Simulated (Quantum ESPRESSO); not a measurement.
# ZrC in Quantum ESPRESSO: the effect of Hubbard term

ZrC:

```
Zr C
1.0
     0.00000    2.36500    2.36500
     2.36500    0.00000    2.36500
     2.36500    2.36500    0.00000
Zr C
1 1
Cartesian
  2.3650 2.3650 2.3650
  0.0000 0.0000 0.0000
```

Alike in all runs:

```yaml
Program: Quantum ESPRESSO 7.5
Task: Hubbard U by linear response
Functional: PBE
Potentials_or_basis: GBRV 1.5 PBE
Cutoff: 612 eV
Density_cutoff: 4898 eV
k_mesh: 8 × 8 × 8
Occupations: cold, width 0.2 eV
Spin: no spin polarisation
Start_of_the_occupations: default
Hubbard_projectors: ortho-atomic
Mixing_beta: 0.3
Most_SCF_iterations: 120
SCF_threshold: 4e-10 Ry
q_mesh: 2 × 2 × 2
```

Q: One run gave: pressure 11.5 GPa. Which Hubbard term did it use?
A. Zr d U = 0.0001 eV
B. Zr d U = 4.0 eV
C. Zr d U = 2.0 eV
D. Zr d U = 8.0 eV
E. Zr d U = 6.0 eV

A: D.

```csv
Hubbard term,pressure (GPa)
Zr d U = 0.0001 eV,-3.1
Zr d U = 2.0 eV,-0.3
Zr d U = 4.0 eV,3.2
Zr d U = 6.0 eV,7.1
Zr d U = 8.0 eV,11.5
```

Caveats: U without spin polarisation on a metal has little footing; the U is typed as a test and isn't derived for this compound.
